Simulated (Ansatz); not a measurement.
# Rh in Ansatz: the effect of functional

Rh:

```
CELL_PARAMETERS angstrom
2.73098 0.00000 0.00000
-1.36549 2.36510 0.00000
0.00000 0.00000 4.42849
ATOMIC_POSITIONS crystal
Rh 0.33333 0.66667 0.25000
Rh 0.66667 0.33333 0.75000
```

This isn't the form of Rh at room conditions, which is fcc.

Alike in all runs:

| Property | Result |
| --- | --- |
| Program | Ansatz 0.2.0 |
| Task | projected density of states |
| Potentials or basis | Ansatz PAW |
| k mesh | 6 × 6 × 4 |
| Occupations | fermi-dirac, width 0.05 eV |
| Spin | no spin polarisation |

**Question.** One run gave: pressure -18.6 GPa. Which functional did it use?
A. PBEsol
B. HSE06
C. r2SCAN0
D. r2SCAN
E. PBE0

**Answer.** C.

```csv
functional,cutoff,pressure (GPa)
LDA,420 eV (not typed: the program's choice for these potentials),-19.3
PBEsol,420 eV (not typed: the program's choice for these potentials),-13.5
r2SCAN,500 eV (not typed: the program's choice for these potentials),-9.5
HSE06,420 eV (not typed: the program's choice for these potentials),-14.5
PBE0,420 eV (not typed: the program's choice for these potentials),-14.8
r2SCAN0,500 eV (not typed: the program's choice for these potentials),-18.6
```

Caveats: all runs use coarse meshes; the PAW data sets come from PBE, with cores solved anew for the run's functional, which leaves a small shift of forces and pressure; the thresholds are loose for stress (some runs).
